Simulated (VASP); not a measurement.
Yb: single point with r2SCAN

Yb:

```
CELL_PARAMETERS angstrom
1.85878 1.85878 1.85878
-1.85878 1.85878 1.85878
-1.85878 -1.85878 1.85878
ATOMIC_POSITIONS crystal
Yb 0.00000 0.00000 0.00000
```

The cell was built by a generator and needn't be a form met in nature.

| Property | Result |
| --- | --- |
| Program | VASP 6.6.1 |
| Task | single point |
| Functional | r2SCAN |
| Potentials or basis | VASP PAW PBE potentials, release 64 (Yb) |
| Cutoff | 520 eV |
| k mesh | 7 × 7 × 7 |
| Occupations | methfessel-paxton, width 0.05 eV |
| Spin | no spin polarisation |

| Item | Value |
| --- | --- |
| Pressure | 9.9 GPa |
| Band gap on the k mesh | none (metal or under the smearing width) |

Levels at points of the mesh, in eV from the Fermi level:
```csv
k point,band 8,band 9,band 10,band 11,band 12,band 13,band 14,band 15,band 16,band 17
"(0.00, 0.00, 0.00)",-0.47,-0.29,-0.29,-0.29,-0.27,3.78,3.78,3.78,6.25,6.25
```

It took 22 s on 1 thread of Intel(R) Xeon(R) 6975P-C (Granite Rapids), with other jobs on the host, peak memory 0.15 GiB.

Caveat: the PAW data sets were made with another functional, which shifts forces and pressure a little. Spin-orbit coupling is left out, which matters for the levels of Yb.
